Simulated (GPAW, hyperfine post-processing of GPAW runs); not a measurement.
# Li2NiOF2: isotropic lines and sites in a paramagnetic 7Li spectrum

Calculated values: DFT, revPBE+U, plane-wave PAW, GPAW setups, collinear spin, scalar-relativistic (GPAW), contact and point-dipole shifts scaled to 330 K with Θ = 0 K (a pure Curie law); spin-only moments, above the ordering temperature.

```
Ni F O Li
1.0
     2.93099    0.00000    0.00000
     0.00000    2.93099    0.00000
     0.00000    0.00000   12.45608
Ni F O Li
2 4 2 4
Direct
  0.50000 0.00000 0.08305
  0.00000 0.50000 0.91695
  0.00000 0.50000 0.74151
  0.50000 0.00000 0.58104
  0.00000 0.50000 0.41896
  0.50000 0.00000 0.25849
  0.00000 0.50000 0.08630
  0.50000 0.00000 0.91370
  0.50000 0.00000 0.74601
  0.00000 0.50000 0.58004
  0.50000 0.00000 0.41996
  0.00000 0.50000 0.25399
```

7Li MAS at 11.7 T (193.6 MHz), 30 kHz, 330 K; contact and dipolar shift alone, no orbital or quadrupolar part; lines under 1.5 % of the strongest are left out. NMR lines, with heights relative to the strongest:

| position (ppm) | intensity |
| --- | --- |
| -549.0 | 2.9 |
| -394.0 | 17 |
| -306.3 | 3.6 |
| -239.1 | 66 |
| -151.4 | 28 |
| -84.1 | 64 |
| 3.6 | 100 |
| 70.8 | 34 |
| 158.5 | 58 |
| 225.8 | 7.3 |
| 313.5 | 27 |
| 380.7 | 36 |
| 468.4 | 41 |
| 535.6 | 23 |
| 623.4 | 13 |
| 690.6 | 17 |
| 778.3 | 4.4 |
| 845.5 | 6.3 |
| 1000.5 | 2.1 |

**Question.** Which lines are isotropic ones rather than spinning sidebands, and which Li atoms give them?

Sidebands are spaced by 155 ppm (the spinning rate over the resonance of 193.6 MHz). An isotropic line need not be the tallest: it is the area-weighted centre of its own family of sidebands, and the one that stays put when the rate is changed. Isotropic shifts: 159 ppm for atom 9 and the 1 atom equivalent to it (5 Ni through links of 88 to 91° (8) and 180° (1)), reduced anisotropy 536 ppm; 71 ppm for atom 10 and the 1 atom equivalent to it (1 Ni through links of 180° (1)), reduced anisotropy 792 ppm. The families' total areas stand as 1:1; where areas are equal the match rests on the calculation.

[Logs are printed without paths, hosts, clocks, repeated set-up lines and the standing remarks that a program may print on its own settings, such as how far it seeks lower states.]

[Hosts, paths, dates, database ids (printed as entryN), source tags and the programs' standing remarks are cut or masked in the printed files.]
